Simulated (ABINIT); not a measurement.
Runs of ABINIT 10.8.3 (patched build) on V. The structure is cubic, space group Im-3m (No. 229). The conventional cell has a = 3.029 Å, b = 3.029 Å, c = 3.029 Å, α = 90.00°, β = 90.00°, γ = 90.00°. Around V (site symmetry m-3m) lie 8 V at 2.62 Å. 

```csv
task,level,potentials or basis,U,cell,k mesh,cutoff (eV),smearing,double counting (usepawu),occupation projector (dmatpuopt),perturbed atom,perturbed element,parameter computed,mesh quality,gap on the mesh (eV),pressure (GPa),moment (μB)
Hubbard U by linear response,PBE+U,JTH PAW PBE v2.0,V d U = 0 eV,as given,6 × 6 × 6,354,cold (ABINIT) 0.2 eV,1,1,1,V,U,coarse,none,-3.5,0.66
Hubbard U by linear response,LDA+U,JTH PAW LDA v2.0,V d U = 0 eV,as given,6 × 6 × 6,354,cold (ABINIT) 0.136 eV,1,2,1,V,U,coarse,none,-16.0,0.60
Hubbard U by linear response,PBEsol+U,JTH PAW PBE v2.0,V d U = 0 eV,as given,6 × 6 × 6,354,methfessel-paxton 0.1 eV,1,3,1,V,U,coarse,none,(b),(c)
single point,PBEsol,PseudoDojo NC SR PBEsol v0.4.1 standard,-,as given,9 × 9 × 9,1034,fermi-dirac 0.05 eV,-,-,-,-,-,not flagged,none,-12.6,(a)
relaxation of cell and atoms,PBEsol,JTH PAW PBE v2.0,-,relaxed,9 × 9 × 9,408,fermi-dirac 0.05 eV,-,-,-,-,-,not flagged,none,0.0,0.00
```

Alike in all rows: spin collinear, ferromagnetic start.

**Question.** Estimate the missing entries.

**Answer.** (a) 0.19; (b) -10.3; (c) 0.63.

Caveats: some runs use coarse meshes; the shifted atom has its images in every cell, so this scalar value isn't converged in cell size and belongs to these projectors alone (some runs); the U is typed as a test and isn't derived for this compound (some runs); the PAW data sets were made with another functional, which shifts forces and pressure a little (some runs); Libxc's GGAs can fail where the two spin gradients oppose each other (some runs).

A k mesh can miss the band edges.

A gap of «none» marks a metal or a gap under the smearing width.

Not every run made on this cell is shown here.
